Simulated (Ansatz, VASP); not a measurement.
**Sn: VASP beside Ansatz**

The input INCAR:

```
SYSTEM = Sn
  PREC = Accurate
  ENCUT = 520
  EDIFF = 1E-6
  ISMEAR = 0
  SIGMA = 0.15
  LREAL = .FALSE.
  LASPH = .TRUE.
  NELM = 100
  ALGO = Fast
  ISIF = 2
  LWAVE = .FALSE.
  LCHARG = .FALSE.
  GGA = PS
  NBANDS = 13
```

File KPOINTS:

```
regular mesh
0
G
  18 18 18
  0 0 0
```

Contents of POSCAR:

```
Sn
1.0
   -1.8946518192      1.8946518192      2.0367507056
    1.8946518192     -1.8946518192      2.0367507056
    1.8946518192      1.8946518192     -2.0367507056
Sn
1
Direct
    0.0000000000      0.0000000000      0.0000000000
```

Input for Ansatz:

```yaml
crystal:
  lattice:
    - [-1.8946518192, 1.8946518192, 2.0367507056]
    - [1.8946518192, -1.8946518192, 2.0367507056]
    - [1.8946518192, 1.8946518192, -2.0367507056]
  atoms:
    - { symbol: Sn, position: [0.0, 0.0, 0.0] }
basis:
  ecutwfc: 420
kpoints:
  mp_grid: { grid: [18, 18, 18] }
hamiltonian:
  xc: pbesol
scf:
  occupations: { method: gaussian, width: 0.15 }
output:
  forces: true
  stress: true
  eigenvalues: true
```

Change from the starting cell: strain +0.0750 x Voigt [0, 0, 1, 0, 0, 0], atoms carried along.

Alike in both runs: task single point; functional PBEsol; k mesh 18 × 18 × 18; occupations gaussian, width 0.15 eV; no spin polarisation.

|  | VASP | Ansatz |
| --- | --- | --- |
| version | VASP 6.6.1 | Ansatz 0.2.0 |
| potentials or method | VASP PAW PBE potentials, release 64 (Sn_d) | scalar-relativistic, plane waves, PAW |
| plane-wave cutoff (eV) | 520 | 420 |
| valence electrons in the cell | 14 | 14 |

```tsv
	VASP	Ansatz	Ansatz less VASP
gap on the k mesh at the Fermi level (eV)	none	none	-
pressure (GPa)	-4.7	-4.8	-0.03
largest component of the traceless stress (GPa)	0.42	0.42	-0.002
```

A gap of «none» marks a metal or a gap that the smearing closes.

Caveats: the PAW data sets were made with another functional, which shifts forces and pressure a little (VASP).
